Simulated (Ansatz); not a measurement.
# ZnS: the cost of one run

Computed with Ansatz 0.2.0 (DFT PBEsol, scalar-relativistic, plane waves, PAW, unless a step's input says otherwise).

The COD entry's cell or inner coordinates are ideal or old and differ from later refinements, so a difference from it is no clean test against experiment.

**1. The starting structure**

Symmetry: F-43m, No. 216, cubic system. The conventional cell has a = 5.404 Å, b = 5.404 Å, c = 5.404 Å, α = 90.00°, β = 90.00°, γ = 90.00°. Around Zn (site symmetry -43m) lie 4 S at 2.34 Å. S (site symmetry -43m) has 4 Zn at 2.34 Å as nearest neighbours.

Coordinates:

```
CELL_PARAMETERS angstrom
0.00000 2.70200 2.70200
2.70200 0.00000 2.70200
2.70200 2.70200 0.00000
ATOMIC_POSITIONS crystal
Zn 0.25000 0.25000 0.25000
S 0.00000 0.00000 0.00000
```

The structure rests on an entry of the Crystallography Open Database; cell or positions may have been set otherwise for this series.

**2. Relaxing cell and atoms: ZnS, no spin**

The input, input.yaml:

```yaml
crystal:
  lattice:
    - [0.0, 2.702, 2.702]
    - [2.702, 0.0, 2.702]
    - [2.702, 2.702, 0.0]
  atoms:
    - { symbol: Zn, position: [0.25, 0.25, 0.25] }
    - { symbol: S, position: [0.0, 0.0, 0.0] }
scf:
  occupations: { method: gaussian, width: 0.02 }
output:
  forces: true
  stress: true
  eigenvalues: true
  write_density: true
  write_potential: true
  elf: true
  volumetric_format: npy
kpoints:
  mp_grid: { grid: [10, 10, 10] }
hamiltonian:
  xc: pbesol
relax:
  f_tol: 0.01
  adjacent_minimum: "off"
  cell: { stress_tol: 0.05 }
```

Run with:

```bash
ansatz run input.yaml --threads 1 --pin off --max-ram 3072MiB --backend cpu --events-out ev --progress --plain --runs-dir out
```

Q: Estimate wall time and peak memory on 1 thread of Arm Neoverse V1, shared host.

About 15 s, with a peak of 0.33 GiB.
